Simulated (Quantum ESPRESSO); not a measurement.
## Sn: equation of state with PBE+D3(BJ)

The system is Sn.

```
Sn
1.0
     0.00000    3.23334    3.23334
     3.23334    0.00000    3.23334
     3.23334    3.23334    0.00000
Sn
2
Direct
  0.75000 0.75000 0.75000
  0.50000 0.50000 0.50000
```

This isn't the form of Sn at room conditions, which is tetragonal (white tin).

```
Program             : Quantum ESPRESSO 7.5
Task                : equation of state
Functional          : PBE
Dispersion          : D3(BJ)
Potentials or basis : PseudoDojo 0.4.1 SR PBE standard
Cutoff              : 980 eV
Density cutoff      : 3918 eV
k mesh              : 7 × 7 × 7
Occupations         : fermi-dirac, width 0.05 eV
Spin                : no spin polarisation
```

```
Equilibrium volume                      : 35.65 Å³/atom
Bulk modulus                            : 39 GPa
Pressure derivative of the bulk modulus : 5.0
```

Energy against volume, from the lowest point:
| volume (Å³/atom) | energy (meV/atom) |
| --- | --- |
| 31.775 | 64.90 |
| 32.451 | 42.35 |
| 33.127 | 25.21 |
| 33.803 | 12.91 |
| 34.479 | 4.90 |
| 35.155 | 0.75 |
| 35.831 | 0.00 |

All runs of the series together: 3.6 min on 1 thread of Arm Neoverse V2, on a shared host.

Zero-point motion and thermal expansion aren't in these numbers.
